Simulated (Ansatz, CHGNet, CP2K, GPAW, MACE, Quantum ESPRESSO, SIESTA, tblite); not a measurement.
# From one method to another: forces in twisted 2H-MoTe2/1T-TiSe2 bilayer, 21.79° (42 atoms)

2H-MoTe2 (a = 3.52 Å) under 1T-TiSe2 (a = 3.54 Å), bilayer, commensurate cell of 7 unit cells a layer, twist 21.79 deg, both strained to the mean lattice constant; facing planes 3.34 Å apart; 16 Å of vacuum; layers as built, displaced by a Gaussian of 0.01 Å. Then every atom was moved at random, 0.03 Å r.m.s. a Cartesian component.

Two calculations on one geometry. First: Kohn-Sham DFT, PBE, PAW, plane waves (Ansatz 0.2.0; cutoff 420 eV, Γ point, fermi-dirac smearing of 0.05 eV; PAW set soft_2). Second: Kohn-Sham DFT, PBE, GBRV 1.5 ultrasoft pseudopotentials, plane waves; gbrv-1.5; 40/200 Ry; levels smeared at 580 K (Quantum ESPRESSO 7.5; Γ point).

Cell vectors (Å):

```
9.339 0.000 0.000
-4.670 8.088 0.000
0.000 0.000 26.040
```

Atom, position (Å) and force of the first calculation (eV/Å):

```
1 Mo 0.655 1.954 9.754 0.286 -0.586 1.020
2 Te 2.006 0.356 11.634 -0.132 0.294 -0.714
3 Te 2.016 0.358 8.014 -0.077 0.192 -0.381
4 Mo 0.017 5.326 9.753 0.219 1.034 0.617
5 Te 1.362 3.841 11.582 -0.123 -0.037 0.198
6 Te 1.320 3.844 7.963 0.614 0.053 -0.409
7 Mo 4.027 0.801 9.787 -0.592 -0.300 0.467
8 Te 0.648 7.299 11.579 0.087 -0.149 -0.069
9 Te 0.661 7.345 7.984 -0.069 -0.268 -0.414
10 Mo 3.385 4.245 9.816 -1.155 0.236 -0.082
11 Te 4.658 2.699 11.598 0.101 -0.151 0.720
12 Te 4.629 2.761 8.063 0.374 -0.580 -1.519
13 Mo 2.642 7.736 9.756 0.638 -0.455 0.875
14 Te 3.971 6.139 11.633 0.172 0.528 -0.401
15 Te 4.036 6.171 8.007 -0.512 0.074 -0.592
16 Mo 6.626 3.024 9.806 0.702 0.634 0.190
17 Te 8.005 1.549 11.623 0.021 -0.235 -0.373
18 Te 8.028 1.565 7.993 -0.412 -0.064 -0.695
19 Mo -3.360 6.516 9.788 0.257 0.439 1.073
20 Te -1.966 4.988 11.581 -0.238 -0.159 0.119
21 Te -2.007 5.014 8.056 -0.167 -0.536 -1.010
22 Ti -2.033 5.762 16.479 0.105 -0.582 0.240
23 Se -0.638 7.340 17.983 -0.271 0.186 0.780
24 Se -0.002 5.413 14.959 -0.014 0.213 -0.249
25 Ti 4.671 8.078 16.495 -0.405 -0.276 0.074
26 Se 1.254 1.585 18.117 0.396 0.150 -0.363
27 Se -2.657 7.686 15.007 -0.035 0.259 -0.223
28 Ti 0.702 3.416 16.458 0.323 -0.838 0.218
29 Se 2.035 5.001 18.044 -0.176 0.350 0.101
30 Se 2.681 3.082 14.922 -0.020 0.206 0.130
31 Ti 1.292 6.886 16.488 0.177 -0.823 -0.043
32 Se 7.341 0.379 18.030 0.118 0.244 0.108
33 Se 3.333 6.557 14.926 0.066 0.300 0.358
34 Ti 3.365 1.142 16.478 0.211 -0.266 -0.106
35 Se 4.714 2.688 18.060 -0.257 0.057 0.164
36 Se 5.361 0.766 14.903 -0.240 0.427 0.215
37 Ti 4.046 4.625 16.525 -0.500 -0.429 -0.234
38 Se 5.313 6.116 18.044 0.319 0.599 0.503
39 Se 5.978 4.238 14.994 0.290 0.230 -0.607
40 Ti 6.676 2.328 16.510 0.076 -0.607 0.143
41 Se -1.278 3.792 18.039 -0.316 0.665 0.194
42 Se -0.672 1.972 14.947 0.156 -0.032 -0.025
```

**Question.** What forces does the second calculation give?

Atom and force (eV/Å):

```
1 0.298 -0.604 1.047
2 -0.137 0.296 -0.613
3 -0.076 0.192 -0.495
4 0.233 1.057 0.628
5 -0.122 -0.039 0.331
6 0.642 0.056 -0.540
7 -0.601 -0.315 0.472
8 0.083 -0.159 0.053
9 -0.081 -0.279 -0.537
10 -1.191 0.263 -0.086
11 0.098 -0.154 0.877
12 0.379 -0.592 -1.688
13 0.650 -0.460 0.893
14 0.170 0.551 -0.280
15 -0.533 0.076 -0.723
16 0.725 0.636 0.186
17 0.033 -0.242 -0.252
18 -0.420 -0.062 -0.831
19 0.253 0.454 1.105
20 -0.239 -0.157 0.246
21 -0.168 -0.550 -1.148
22 0.105 -0.582 0.243
23 -0.271 0.186 0.788
24 -0.014 0.212 -0.257
25 -0.404 -0.275 0.071
26 0.395 0.150 -0.357
27 -0.035 0.259 -0.233
28 0.323 -0.837 0.218
29 -0.176 0.351 0.107
30 -0.019 0.208 0.122
31 0.179 -0.824 -0.044
32 0.118 0.243 0.114
33 0.066 0.299 0.351
34 0.210 -0.265 -0.107
35 -0.257 0.057 0.172
36 -0.239 0.428 0.207
37 -0.502 -0.430 -0.238
38 0.319 0.600 0.512
39 0.291 0.229 -0.617
40 0.076 -0.607 0.140
41 -0.316 0.664 0.200
42 0.155 -0.032 -0.034
```

The two sets differ by 44.7 meV/Å r.m.s., 10 % of the r.m.s. force of the Ansatz run. The runs have no spin polarisation, so moments on Ti can't form, and no Hubbard term. The electronic-structure runs sample only Γ, in a cell whose shortest periodic width is 8 Å, which is coarse for a cell with partly filled levels.

[Logs are printed without paths, hosts, clocks, repeated set-up lines and the standing remarks that a program may print on its own settings, such as how far it seeks lower states.]

[Hosts, paths, dates, database ids (printed as entryN), source tags and the programs' standing remarks are cut or masked in the printed files.]
